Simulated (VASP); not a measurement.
## ZnO: relaxation of cell and atoms with LDA

The system is ZnO.

```xyz
4
Lattice="3.2500 0.0000 0.0000 -1.6250 2.8146 0.0000 0.0000 0.0000 5.2050" Properties=species:S:1:pos:R:3 pbc="T T T"
Zn    0.0000    1.8764    0.0000
Zn    1.6250    0.9382    2.6025
O     0.0000    1.8764    2.6025
O     1.6250    0.9382    5.2050
```

Measurements of this composition are mostly on another form, of space group No. 186.

```
Program                : VASP 6.6.1
Task                   : relaxation of cell and atoms
Functional             : LDA
Potentials or basis    : VASP PAW LDA potentials, release 64 (Zn, O)
Cutoff                 : 600 eV
k mesh                 : 9 × 9 × 6
Occupations            : gaussian, width 0.02 eV
Spin                   : no spin polarisation
Dipole correction      : no
Further INCAR settings : ALGO = Normal; EDIFF = 1e-06; IBRION = 2; EDIFFG = -0.002; NSW = 100; ISIF = 3
```

```
Relaxed volume                         : 10.95 Å³/atom
Relaxed cell                           : a = 3.378 Å, b = 3.378 Å, c = 4.432 Å, α = 90.00°, β = 90.00°, γ = 120.00°
Space group after relaxing (to 0.05 Å) : P6_3/mmc (No. 194)
Energy gained by relaxing              : 69.9 meV/atom
Ionic steps                            : 21
Pressure after relaxing                : 0.0 GPa
Band gap on the k mesh                 : 1.05 eV, indirect (least direct gap 1.09 eV)
```

The path:
```csv
step,energy change (eV),largest force (eV/Å),pressure (GPa),volume (Å³)
1,0.0000,0.0000,-0.05,47.61
2,-0.0818,0.0000,-3.67,47.56
3,-0.1550,0.0000,-8.11,47.34
4,-0.2019,0.0000,-6.63,46.48
5,-0.2764,0.0000,-1.42,44.24
6,-0.2784,0.0000,1.13,43.48
7,-0.2794,0.0000,0.28,43.74
8,-0.2793,0.0000,0.62,43.66
9,-0.2796,0.0000,0.22,43.76
10,-0.2796,0.0000,0.16,43.80
11,-0.2796,0.0000,-0.28,43.88
12,-0.2796,0.0000,-0.14,43.83
13,-0.2796,0.0000,-0.05,43.81
14,-0.2796,0.0000,0.08,43.81
15,-0.2796,0.0000,0.03,43.81
16,-0.2797,0.0000,0.00,43.81
17,-0.2797,0.0000,-0.03,43.82
18,-0.2797,0.0000,-0.03,43.82
19,-0.2797,0.0000,-0.08,43.82
20,-0.2797,0.0000,-0.06,43.82
21,-0.2797,0.0000,-0.02,43.81
```

Final structure:
```
Zn O
1.0
     3.37846    0.00000    0.00000
    -1.68923    2.92583    0.00000
     0.00000    0.00000    4.43214
Zn O
2 2
Direct
  0.33333 0.66667 0.00000
  0.66667 0.33333 0.50000
  0.33333 0.66667 0.50000
  0.66667 0.33333 0.00000
```

Levels at points of the mesh, in eV from the valence-band top:
```
           k point  band 15  band 16  band 17  band 18  band 19  band 20  band 21  band 22
(0.00, 0.00, 0.00)    -0.83    -0.83    -0.05    -0.05     1.05     4.92     9.97    11.40
(0.00, 0.00, 0.50)    -0.37    -0.37    -0.37    -0.37     4.41     4.41    11.49    11.49
```

Wall time 5.6 min on 1 thread of Intel(R) Xeon(R) Platinum 8488C (Sapphire Rapids) (shared host), peak memory 0.2 GiB.

Caveat: an odd mesh through Γ misses points on the zone boundary, where band edges often lie. LDA gaps usually lie below the measured ones, often by a third to a half.
